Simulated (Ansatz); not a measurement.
# Molybdenum (simple cubic) across density functionals

All rows: Ansatz, plane waves with scalar-relativistic PAW, 420 eV (500 eV for the SCAN forms), relaxed under each functional, no dispersion correction, no zero-point motion. B₀ comes from uniform scaling at fixed shape; a dash is a value not given.

| functional | V (Å³/atom) | cell | B₀ (GPa) | magnetic state | ΔE to bcc (meV/atom) |
| --- | --- | --- | --- | --- | --- |
| PBE | 17.66 | a = 2.604 Å | 190 | spin not included | 1155 |
| revPBE | 17.86 | a = 2.614 Å | 184 | spin not included | 1146 |
| RPBE | 17.94 | a = 2.618 Å | 185 | spin not included | 1142 |
| BLYP | 18.46 | a = 2.643 Å | 173 | spin not included | 937 |

PBE gives the smallest volume and BLYP the largest.
